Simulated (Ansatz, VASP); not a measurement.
# One calculation of Si, two programs

```
Si
1.0
     0.00000    2.62761    2.62761
     2.62761    0.00000    2.62761
     2.62761    2.62761    0.00000
Si
2
Direct
  0.50000 0.50000 0.50000
  0.75000 0.75000 0.75000
```

Alike in both runs: task single point; functional LDA; k mesh 9 × 9 × 9; occupations fermi-dirac, width 0.05 eV; no spin polarisation.

|  | VASP | Ansatz |
| --- | --- | --- |
| version | VASP 6.6.1 | Ansatz 0.2.0 |
| potentials or method | VASP PAW LDA potentials, release 64 (Si) | plane waves (420 eV) with PAW, scalar-relativistic |
| plane-wave cutoff (eV) | 520 | 420 |
| valence electrons in the cell | 8 | 8 |

VASP gave:

* pressure (GPa): 9.6

Which values does Ansatz return?

Pressure (GPa): 9.5.

Ansatz warned: «pseudo_functional_mismatch».
